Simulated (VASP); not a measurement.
# NaCl (Fm-3m) in VASP: a series of runs, part 2 of 2

VASP 6.6.1. The steps go on from the part before.

## 3. Band structure, PBEsol

The input, POSCAR:

```
NaCl
1.0
    0.0000000000      2.7940632177      2.7940632177
    2.7940632177      0.0000000000      2.7940632177
    2.7940632177      2.7940632177      0.0000000000
Cl Na
1 1
Direct
    0.5000000000      0.5000000000      0.5000000000
    0.0000000000      0.0000000000      0.0000000000
```

The input, INCAR.step1:

```
SYSTEM = NaCl
ALGO = Normal
EDIFF = 1E-6
ENCUT = 520
GGA = PS
ISIF = 2
ISMEAR = 0
LASPH = .True.
LCHARG = .True.
LREAL = .False.
LWAVE = .False.
NBANDS = 14
NELM = 100
PREC = Accurate
SIGMA = 0.02
```

The input, KPOINTS.step1:

```
k-points
0
Gamma
  8 8 8
  0 0 0
```

The input, INCAR.step2:

```
SYSTEM = NaCl
ALGO = Normal
EDIFF = 1E-6
ENCUT = 520
GGA = PS
ICHARG = 11
ISIF = 2
ISMEAR = 0
LASPH = .True.
LCHARG = .False.
LREAL = .False.
LWAVE = .False.
NBANDS = 14
NELM = 100
PREC = Accurate
SIGMA = 0.05
```

The input, KPOINTS.step2:

```
path GXWKGLUWLK,UX
10
line-mode
reciprocal
 0.0000000000  0.0000000000  0.0000000000  G
 0.5000000000  0.0000000000  0.5000000000  X

 0.5000000000  0.0000000000  0.5000000000  X
 0.5000000000  0.2500000000  0.7500000000  W

 0.5000000000  0.2500000000  0.7500000000  W
 0.3750000000  0.3750000000  0.7500000000  K

 0.3750000000  0.3750000000  0.7500000000  K
 0.0000000000  0.0000000000  0.0000000000  G

 0.0000000000  0.0000000000  0.0000000000  G
 0.5000000000  0.5000000000  0.5000000000  L

 0.5000000000  0.5000000000  0.5000000000  L
 0.6250000000  0.2500000000  0.6250000000  U

 0.6250000000  0.2500000000  0.6250000000  U
 0.5000000000  0.2500000000  0.7500000000  W

 0.5000000000  0.2500000000  0.7500000000  W
 0.5000000000  0.5000000000  0.5000000000  L

 0.5000000000  0.5000000000  0.5000000000  L
 0.3750000000  0.3750000000  0.7500000000  K

 0.6250000000  0.2500000000  0.6250000000  U
 0.5000000000  0.0000000000  0.5000000000  X
```

Potentials or basis: VASP PAW PBE potentials, release 64 (Cl, Na_pv).

Started as:

```console
> cat potpaw_PBE.64/Cl/POTCAR potpaw_PBE.64/Na_pv/POTCAR > POTCAR
> cp INCAR.step1 INCAR
> cp KPOINTS.step1 KPOINTS
> mpirun -np 1 vasp_std > vasp.out
> cp INCAR.step2 INCAR
> cp KPOINTS.step2 KPOINTS
> mpirun -np 1 vasp_std > vasp.out
```

OUTCAR:

```text
SYSTEM = NaCl
   EDIFF = 1E-6
   ENCUT = 520
   GGA = PS
   ICHARG = 11
   ISIF = 2
   ISMEAR = 0
   LASPH = .True.
   LREAL = .False.
   NELM = 100
   PREC = Accurate

 ion  position               nearest neighbor table
   1  0.500  0.500  0.500-
   2  0.000  0.000  0.000-

  LATTYP: Found a face centered cubic cell.
 ALAT       =     5.5881264354

  Lattice vectors:

 A1 = (   0.0000000000,   2.7940632177,   2.7940632177)
 A2 = (   2.7940632177,   0.0000000000,   2.7940632177)
 A3 = (   2.7940632177,   2.7940632177,   0.0000000000)

Analysis of symmetry for initial positions (statically):
=====================================================================
 Subroutine PRICEL returns:
 Original cell was already a primitive cell.

 Routine SETGRP: Setting up the symmetry group for a
 face centered cubic supercell.

 Subroutine GETGRP returns: Found 48 space group operations
 (whereof 48 operations were pure point group operations)
 out of a pool of 48 trial point group operations.

The static configuration has the point symmetry O_h .

Analysis of symmetry for dynamics (positions and initial velocities):
=====================================================================
 Subroutine PRICEL returns:
 Original cell was already a primitive cell.

 Routine SETGRP: Setting up the symmetry group for a
 face centered cubic supercell.

 Subroutine GETGRP returns: Found 48 space group operations
 (whereof 48 operations were pure point group operations)
 out of a pool of 48 trial point group operations.

The dynamic configuration has the point symmetry O_h .

 Subroutine INISYM returns: Found 48 space group operations
 (whereof 48 operations are pure point group operations),
 and found     1 'primitive' translations

----------------------------------------------------------------------------------------

[... 113 lines left out ...]
   AEXX    =    0.0000 exact exchange contribution
   IVDW    =     0    specifies the selected vdW correction
   LEPSILON=     F    determine dielectric tensor
   LRPA    =     F    only Hartree local field effects (RPA)
 non-spin polarized calculation
 Gauss-broadening in eV      SIGMA  =   0.05
  energy-cutoff  :      520.00
  volume of cell :       43.63
 maximum number of plane-waves:      1211
 NGX is ok and might be reduce to    30

 number of electron      14.0000007 magnetization

 Free energy of the ion-electron system (eV)
  ---------------------------------------------------
  ext. energy  EPLUGINS =         0.00000000
  ---------------------------------------------------
  free energy    TOTEN  =        -7.10818003 eV

  energy without entropy =       -7.10818003  energy(sigma->0) =       -7.10818003

 E-fermi :  -0.3512     XC(G=0):  -8.4561

 val. band max:       -0.6225065479   @ k =   0.0000   0.0000   0.0000
 cond. band min:       4.4124450141   @ k =   0.0000   0.0000   0.0000
 fundamental gap:      5.0349515621
 Fermi energy:        -0.3511989441

 k-point     1 :       0.0000    0.0000    0.0000
  band No.  band energies     occupation
      1     -21.2227      2.00000
      2     -21.2227      2.00000
      3     -21.2227      2.00000
      4     -13.3317      2.00000
      5      -0.6225      2.00000
      6      -0.6225      2.00000
      7      -0.6225      2.00000
      8       4.4124      0.00000
      9      10.4010      0.00000
     10      10.4010      0.00000
     11      10.4010      0.00000
     12      12.6585      0.00000
     13      12.6585      0.00000
     14      14.0774      0.00000
[... 377 lines left out ...]
      1     -21.2409      2.00000
      2     -21.2392      2.00000
      3     -21.2331      2.00000
      4     -12.8888      2.00000
      5      -2.0239      2.00000
      6      -1.8101      2.00000
      7      -1.3588      2.00000
      8       8.0852      0.00000
      9       8.5471      0.00000
     10       9.4168      0.00000
     11      11.0303      0.00000
     12      14.4695      0.00000
     13      15.2091      0.00000
     14      16.2416      0.00000

 [... further k-points ...]

------------------------ aborting loop because EDIFF is reached ----------------------------------------

  FORCE on cell =-STRESS in cart. coord.  units (eV):
  Direction    XX          YY          ZZ          XY          YZ          ZX
  --------------------------------------------------------------------------------------
  -------------------------------------------------------------------------------------
  Total        0.1693640      0.1693640      0.1693640     -0.0000000      0.0000000      0.0000000
  in kB        6.2200372      6.2200372      6.2200372     -0.0000000      0.0000000      0.0000000
  external PRESSURE =       6.2200372 kB  Pullay stress =       0.0000000 kB

 VOLUME and BASIS-vectors are now :
 -----------------------------------------------------------------------------
  energy-cutoff  :      520.00
  volume of cell :       43.63
      direct lattice vectors                 reciprocal lattice vectors
     0.000000000  2.794063218  2.794063218    -0.178950854  0.178950854  0.178950854
     2.794063218  0.000000000  2.794063218     0.178950854 -0.178950854  0.178950854
     2.794063218  2.794063218  0.000000000     0.178950854  0.178950854 -0.178950854

 POSITION                                       TOTAL-FORCE (eV/Angst)
 -----------------------------------------------------------------------------------
      2.79406      2.79406      2.79406         0.000000      0.000000      0.000000
      0.00000      0.00000      0.00000         0.000000      0.000000      0.000000
 -----------------------------------------------------------------------------------
    total drift:                               -0.000000      0.000000      0.000000

  FREE ENERGIE OF THE ION-ELECTRON SYSTEM (eV)
  ---------------------------------------------------
  free  energy   TOTEN  =        -7.1081800324 eV

  energy  without entropy=       -7.1081800324  energy(sigma->0) =       -7.10818003
```

OSZICAR.step1:

```text
N       E                     dE             d eps       ncg     rms          rms(c)
DAV:   1     0.101416749525E+03    0.10142E+03   -0.70417E+03   832   0.101E+03
DAV:   2     0.124281685849E+01   -0.10017E+03   -0.92456E+02   860   0.276E+02
DAV:   3    -0.701984966076E+01   -0.82627E+01   -0.82077E+01  1058   0.731E+01
DAV:   4    -0.715579866412E+01   -0.13595E+00   -0.13587E+00   920   0.101E+01
DAV:   5    -0.715861781999E+01   -0.28192E-02   -0.28190E-02  1074   0.146E+00    0.192E+00
DAV:   6    -0.700519664571E+01    0.15342E+00   -0.24676E-01   986   0.351E+00    0.138E+00
DAV:   7    -0.699465692773E+01    0.10540E-01   -0.61297E-02  1110   0.164E+00    0.931E-01
DAV:   8    -0.699804353892E+01   -0.33866E-02   -0.74810E-03   956   0.793E-01    0.285E-01
DAV:   9    -0.699793857964E+01    0.10496E-03   -0.19285E-04  1016   0.106E-01    0.174E-01
DAV:  10    -0.699797199786E+01   -0.33418E-04   -0.25874E-04   962   0.106E-01    0.533E-02
DAV:  11    -0.699796389166E+01    0.81062E-05   -0.16160E-05  1040   0.316E-02    0.177E-02
DAV:  12    -0.699796319950E+01    0.69217E-06   -0.28375E-06   950   0.113E-02
   1 F= -.69979632E+01 E0= -.69979632E+01  d E =-.146634E-28
```

Run time: 37 s. Hardware: 1 thread of Intel Xeon Platinum 8375C at 2.90GHz (Ice Lake), shared host; peak memory 0.18 GiB.

Results:

```
Band gap on the k mesh  : 5.03 eV, direct
Band gap along the path : 5.03 eV, direct
```

Levels at the corners of the path, in eV from the valence-band top:
```
point  band 4  band 5  band 6  band 7  band 8  band 9  band 10  band 11
    Γ  -12.71    0.00    0.00    0.00    5.03   11.02    11.02    11.02
    X  -12.28   -1.78   -0.64   -0.64    7.51    7.86    11.32    14.86
    X  -12.28   -1.78   -0.64   -0.64    7.51    7.86    11.32    14.86
    W  -12.26   -1.27   -1.27   -0.81    8.86    9.60     9.60    11.36
    W  -12.26   -1.27   -1.27   -0.81    8.86    9.60     9.60    11.36
    K  -12.27   -1.51   -1.20   -0.53    8.15    8.99    10.52    12.82
    K  -12.27   -1.51   -1.20   -0.53    8.15    8.99    10.52    12.82
    Γ  -12.71    0.00    0.00    0.00    5.03   11.02    11.02    11.02
    Γ  -12.71    0.00    0.00    0.00    5.03   11.02    11.02    11.02
    L  -12.33   -2.06   -0.29   -0.29    7.12   10.72    10.93    10.93
    L  -12.33   -2.06   -0.29   -0.29    7.12   10.72    10.93    10.93
    U  -12.27   -1.51   -1.20   -0.53    8.15    8.99    10.52    12.82
    U  -12.27   -1.51   -1.20   -0.53    8.15    8.99    10.52    12.82
    W  -12.26   -1.27   -1.27   -0.81    8.86    9.60     9.60    11.36
    W  -12.26   -1.27   -1.27   -0.81    8.86    9.60     9.60    11.36
    L  -12.33   -2.06   -0.29   -0.29    7.12   10.72    10.93    10.93
    L  -12.33   -2.06   -0.29   -0.29    7.12   10.72    10.93    10.93
    K  -12.27   -1.51   -1.20   -0.53    8.15    8.99    10.52    12.82
    U  -12.27   -1.51   -1.20   -0.53    8.15    8.99    10.52    12.82
    X  -12.28   -1.78   -0.64   -0.64    7.51    7.86    11.32    14.86
```

Caveat: the log is that of the step along the path at fixed density, whose energy, stress, charges and moments have no meaning; the PAW data sets were made with another functional, which shifts forces and pressure a little.

## 4. For comparison

An earlier run on the cell as given: functional PBE; potentials or basis VASP PAW PBE potentials, release 64 (Cl, Na_pv); cutoff 520 eV; k mesh 8 × 8 × 8; occupations fermi-dirac, width 0.05 eV; no spin polarisation.

- Pressure: 1.5 GPa
- Band gap on the k mesh: 5.22 eV, direct

## 5. The runs side by side

| task | level | potentials or basis | smearing | ladder | gap on the mesh (eV) |
| --- | --- | --- | --- | --- | --- |
| band structure | LDA | VASP PAW LDA potentials, release 64 (Cl, Na_pv) | gaussian 0.02 eV | free | 4.80 |
| band structure | PBEsol | VASP PAW PBE potentials, release 64 (Cl, Na_pv) | gaussian 0.02 eV | free | 5.03 |
| single point | PBE | VASP PAW PBE potentials, release 64 (Cl, Na_pv) | fermi-dirac 0.05 eV | - | 5.22 |

Alike in all rows: no spin polarisation; cell as given; k mesh 8 × 8 × 8; cutoff (eV) 520.

Caveats: the PAW data sets were made with another functional, which shifts forces and pressure a little (some runs).

Absolute energies hang on the potentials; compare differences alone.
